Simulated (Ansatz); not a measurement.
# BN: pressure against volume scale

Results calculated with Ansatz 0.2.0, not measured. Periodic Kohn-Sham DFT of a crystal at fixed atoms, scaled to volume_scale times the given cell; pressure positive in compression, energy less spherical unpolarised free atoms, largest_vzz the field gradient of largest size among the nuclei.

The cell before it is scaled or strained (space group F-43m, No. 216):
```
CELL_PARAMETERS angstrom
0.00000 1.80750 1.80750
1.80750 0.00000 1.80750
1.80750 1.80750 0.00000
ATOMIC_POSITIONS crystal
B 0.00000 0.00000 0.00000
N 0.75000 0.75000 0.75000
```

Settings of every row: method frozen-core PAW; functional LDA; relativity scalar; k mesh 11x11x11; filling fermi-dirac; smearing width 0.02 eV; wave cutoff 420 eV; paw set soft_2.

Atom start moment: 0 on all atoms.

Limits: PAW files made with PBE.

```csv
row,volume scale,V (Å³/atom),pressure (GPa)
1,0.94,5.551,14.15
2,0.96,5.669,4.96
3,0.98,5.787,-3.375
4,0.99,5.846,-7.266
5,1,5.905,-10.966
6,1.01,5.964,-14.5
7,1.02,6.023,-17.871
8,1.04,6.141,-24.127
9,1.06,6.26,?
```

Question: what pressure should row 9 give?

Worked fit of pressure. Take u = (V_r/V)^(2/3) − 1 with V_r = 5.8755 Å³ an atom, which is twice the finite (Eulerian) strain; such expansions in the strain, on which the Birch-Murnaghan equation of state is built, carry the rest volume and the bulk modulus. The shown rows have u = 0.0386, 0.02414, 0.01017, 0.00336, -0.00333, -0.00992, -0.01639, -0.02903. Least squares give pressure = −9.1405 + 553.549 × u + 1287.13 × u² GPa; a straight line predicts inner rows, each left out in turn, worse (root mean square 0.44 against 0.0079 GPa). The rows lie off it by 0.006, -0.012, 0.003, 0.000, 0.004, 0.005, -0.004, -0.002 (root mean square 0.0056 GPa). The pressure vanishes at u = 0.0159, or V = 5.738 Å³ an atom, and there the bulk modulus at fixed shape and fractions is B = −V dP/dV = (2/3)(1 + u) dP/du = 403 GPa. The withheld row has u = -0.04138, so the fit gives −9.1405 + 553.549 × (-0.04138) + 1287.13 × (-0.04138)² = -29.842 GPa.

The calculation gave -29.821 GPa. The fit lies 0.021 GPa (0.048 % of the column's range) below it; its largest miss of a shown row is 0.012 GPa. This row lies beyond the range of the fit.
